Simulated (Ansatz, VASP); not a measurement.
Ni: VASP beside Ansatz

The input INCAR:

```
SYSTEM = Ni
ALGO = Normal
EDIFF = 1E-7
ENCUT = 520
GGA = PE
ISIF = 2
ISMEAR = 0
ISPIN = 2
LASPH = .TRUE.
LCHARG = .TRUE.
LELF = .TRUE.
LMAXMIX = 4
LORBIT = 11
LREAL = .FALSE.
LVHAR = .TRUE.
LWAVE = .FALSE.
MAGMOM = 2 2
NBANDS = 21
NELM = 150
PREC = Accurate
SIGMA = 0.1
```

Contents of KPOINTS:

```
k-points
0
G
  12 6 12
  0 0 0
```

The input POSCAR:

```
Ni
1.0
    0.0000000000      1.7677500000      1.7677500000
    3.5355000000      0.0000000000      3.5355000000
    1.7677500000      1.7677500000      0.0000000000
Ni
2
Direct
    0.0000000000      0.0000000000      0.0000000000
    0.0000000000      0.5000000000      0.0000000000
```

Input for Ansatz:

```yaml
crystal:
  lattice:
    - [0.0, 1.76775, 1.76775]
    - [3.5355, 0.0, 3.5355]
    - [1.76775, 1.76775, 0.0]
  atoms:
    - { symbol: Ni, position: [0.0, 0.0, 0.0], spin: 2.0 }
    - { symbol: Ni, position: [0.0, 0.5, 0.0], spin: 2.0 }
magnetization:
  spin_polarized: true
hamiltonian:
  xc: pbe
  pseudopotentials: { kind: paw }
basis:
  ecutwfc: 420
kpoints:
  mp_grid: { grid: [12, 6, 12] }
scf:
  occupations: { method: gaussian, width: 0.1 }
output:
  forces: true
  stress: true
```

Alike in both runs: task single point; functional PBE; k mesh 12 × 6 × 12; occupations gaussian, width 0.1 eV; collinear spin.

```csv
,VASP,Ansatz
version,VASP 6.6.1,Ansatz 0.2.0
potentials or method,"VASP PAW PBE potentials, release 64 (Ni)","PAW, plane waves, scalar-relativistic"
plane-wave cutoff (eV),520,420
valence electrons in the cell,20,36
```

|  | VASP | Ansatz | Ansatz less VASP |
| --- | --- | --- | --- |
| pressure (GPa) | -2.4 | -2.4 | +0.03 |
| net moment per atom (μB) | 0.69 | 0.70 | +0.012 |
| size of the moment on the site where the two differ most (μB) | 0.70 | 0.74 | +0.040 |

Site moments also hang on the region over which each program counts them. The two sets of potentials don't hold the same shells in valence.
